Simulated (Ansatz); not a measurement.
# PbF₂ (Fm-3m) under strain

A 3-atom cell of PbF₂ started from a crystallographic database, relaxed with r2SCAN+rVV10 in Ansatz. It is cubic, Fm-3m (No. 225); a = 5.892 Å in the conventional setting, 17.04 Å³ an atom. Pb has 8 F at 2.55 Å; F has 4 Pb at 2.55 Å.

The axes x, y and z are those of this cell:
```xyz
3
Lattice="0.0000 2.9458 2.9458 2.9458 0.0000 2.9458 2.9458 2.9458 0.0000" Properties=species:S:1:pos:R:3 pbc="T T T"
Pb    0.0000    0.0000    0.0000
F     1.4729    1.4729    1.4729
F     4.4187    4.4187    4.4187
```

Unstrained: PBE gives an indirect gap of 4.415 eV, from W to X; the least direct gap is 4.563 eV at X. With r2SCAN the valence top lies at W and the conduction bottom at X, 4.924 eV higher; the smallest vertical gap, at X, is 5.069 eV. The HSE06 gap is indirect, 5.713 eV (W to X), below the direct gap of 5.849 eV at X. Meshes: PBE 8×8×8, r2SCAN 8×8×8, HSE06 6×6×6. Strains are changes of length per length, and xy shears are angles. After each strain the atoms were relaxed again with r2SCAN+rVV10 within the symmetry that the strain leaves, so tilts or polar shifts that break it weren't tested; points keep the names that they have in the unstrained zone. The values are computed, spin-unpolarised, and not measurements.

Changes of the least gap in eV (an overlap counts as a negative gap):

| strain | volume change (%) | space group | PBE | r2SCAN | HSE06 |
| --- | --- | --- | --- | --- | --- |
| isotropic -4.31 % on every length | -12.4 | Fm-3m | -0.084 | -0.134 | -0.171 |
| xy shear, engineering strain (angle) +2.98 % | 0.0 | Immm | -0.006 | -0.006 | -0.005 |

Isotropic -4.31 % on every length. HSE06: the gap goes from 5.713 to 5.542 eV (-0.171 eV); the edges go from W → X to W → Γ–X (0.92). Stress change with PBE, compression positive: xx +15.30, yy +15.30, zz +15.30 GPa.

Xy shear, engineering strain (angle) +2.98 %. HSE06: the gap goes from 5.713 to 5.708 eV (-0.005 eV); the edges go from W → X to (1/4, -0.484, -0.229) → X. Stress change with PBE, compression positive: xx +0.01, yy +0.01, zz +0.04, xy -0.67 GPa.

Spin-orbit coupling is left out; in compounds of Pb, Bi, Tl or Hg it can lower a gap by up to about 1 eV, split its edges or invert the bands.

Where an edge lies off the special points, it is a point of the mesh or the k point where a search put PBE's edge or least direct gap, reused for the other functionals, whose own edges may lie a little apart.

The meshes of the hybrids are coarse, so their gaps aren't converged to the digits shown.
